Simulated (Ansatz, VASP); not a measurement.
**Two plane-wave programs on CaO**

```
Ca O
1.0
     3.99198    0.00000    0.00000
    -1.99599    3.45715    0.00000
     0.00000    0.00000    4.78484
Ca O
2 2
Direct
  0.33333 0.66667 0.75000
  0.66667 0.33333 0.25000
  0.33333 0.66667 0.25000
  0.66667 0.33333 0.75000
```

The cell comes from a database or a generator and needn't be the stable form of this composition.

Alike in both runs: task single point; functional BLYP; k mesh 4 × 4 × 3; no spin polarisation.

```csv
,VASP,Ansatz
version,VASP 6.6.1,Ansatz 0.2.0
potentials or method,"VASP PAW PBE potentials, release 64 (Ca_sv, O)","plane waves, PAW"
plane-wave cutoff (eV),520,517
occupations,"gaussian, width 0.01 eV",fixed
valence electrons in the cell,32,32
```

VASP gave:

- pressure (GPa): 3.7
- largest component of the traceless stress (GPa): 0.48

Problem. What did Ansatz give for the same quantities?

Solution. Pressure (GPa): 3.1; largest component of the traceless stress (GPa): 0.46.

Caveats: the k mesh is coarse (spacing up to 0.45 Å⁻¹), so the values aren't converged; the PAW data sets were made with another functional, which shifts forces and pressure a little (VASP).
